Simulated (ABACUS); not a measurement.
MnS:

```
Mn S
1.0
     0.00000    2.60450    2.60450
     2.60450    0.00000    2.60450
     2.60450    2.60450    0.00000
Mn S
1 1
Direct
  0.00000 0.00000 0.00000
  0.50000 0.50000 0.50000
```

- Program: ABACUS 3.10.1
- Task: single point
- Functional: PBE
- Potentials or basis: PseudoDojo NC SR 0.4.1 PBE standard
- Cutoff: 1361 eV
- Density cutoff: 5442 eV
- Basis: DZP LCAO (the cutoffs set its grid)
- k mesh: 9 × 9 × 9
- Occupations: fermi-dirac, width 0.05 eV
- Spin: collinear spin, ferromagnetic start
- Starting moments: [4.0, 0.0] μB

On this cell: pressure -1.5 GPa; largest force zero by symmetry; net moment 4.76 μB per cell; site moments Mn +4.70; S +0.06 μB; band gap on the k mesh none (metal or under the smearing width).

The same run follows on a disturbed copy (atoms moved at random, drawn with an rms of 0.05 Å):

```xyz
2
Lattice="0.0000 2.6045 2.6045 2.6045 0.0000 2.6045 2.6045 2.6045 0.0000" Properties=species:S:1:pos:R:3 pbc="T T T"
Mn   -0.0243   -0.0200    0.0149
S     2.6020    2.5893    2.6505
```

Problem. What does the disturbed cell give?

Solution. The energy (extrapolated to zero smearing) moves by +1.1 meV/atom; pressure -1.4 GPa; largest force 0.109 eV/Å; net moment 4.76 μB per cell; site moments Mn +4.70; S +0.06 μB; band gap on the k mesh none (metal or under the smearing width).

Forces on the atoms (eV/Å):
```
Mn   0.062  0.013  0.089
S   -0.062 -0.013 -0.089
```

Stress tensor (GPa, compression positive):
```
-1.41  0.00 -0.01
 0.00 -1.46  0.00
-0.01  0.00 -1.36
```

Caveats: the atomic orbitals were generated for these runs and aren't a published set; the basis of atomic orbitals isn't converged, which shifts pressures, moduli and gaps; a cell with one magnetic atom can't hold antiferromagnetic order, which such compounds often take; semilocal functionals often make such compounds metallic where correlation or magnetic order opens a gap, which also shifts bond lengths.
